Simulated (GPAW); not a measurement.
Crystal: FeO (Wuestite).

```
Fe O
1.0
     0.00000    2.15540    2.15540
     2.15540    0.00000    2.15540
     2.15540    2.15540    0.00000
Fe O
1 1
Direct
  0.00000 0.00000 0.00000
  0.50000 0.50000 0.50000
```

* Program: GPAW 26.7.0
* Task: relaxation of cell and atoms
* Functional: LDA
* Potentials or basis: the program's PAW data sets (release 1.2.1) made for this functional
* Cutoff: 800 eV
* Basis: pw
* k mesh: 11 × 11 × 11
* Occupations: fermi-dirac, width 0.05 eV
* Spin: collinear spin, ferromagnetic start
* Starting moments: [3.0, 0.0] μB

At the start: pressure -15.3 GPa; volume 10.01 Å³/atom.

Question: How do energy, volume and symmetry change on relaxing?

Answer: Over 4 steps the energy falls by 36.9 meV/atom and the volume is 9.18 Å³/atom (-8.4 %); space group Fm-3m (No. 225, to 0.05 Å); moment 3.86 μB per cell.

The path:
| step | energy change (eV) | largest force (eV/Å) | pressure (GPa) | volume (Å³) |
| --- | --- | --- | --- | --- |
| 1 | 0.0000 | 0.0000 | -15.34 | 20.03 |
| 2 | -0.0331 | 0.0000 | -11.87 | 19.62 |
| 3 | -0.0739 | 0.0000 | -0.45 | 18.40 |
| 4 | -0.0738 | 0.0000 | -0.01 | 18.35 |

Final structure:
```
CELL_PARAMETERS angstrom
0.00000 2.09359 2.09359
2.09359 0.00000 2.09359
2.09359 2.09359 0.00000
ATOMIC_POSITIONS crystal
Fe 0.00000 0.00000 0.00000
O 0.50000 0.50000 0.50000
```

Caveat: each step starts from the last one's moments, so a moment once lost doesn't come back; later steps reuse the first step's grids; a cell with one magnetic atom can't hold antiferromagnetic order, which such compounds often take.
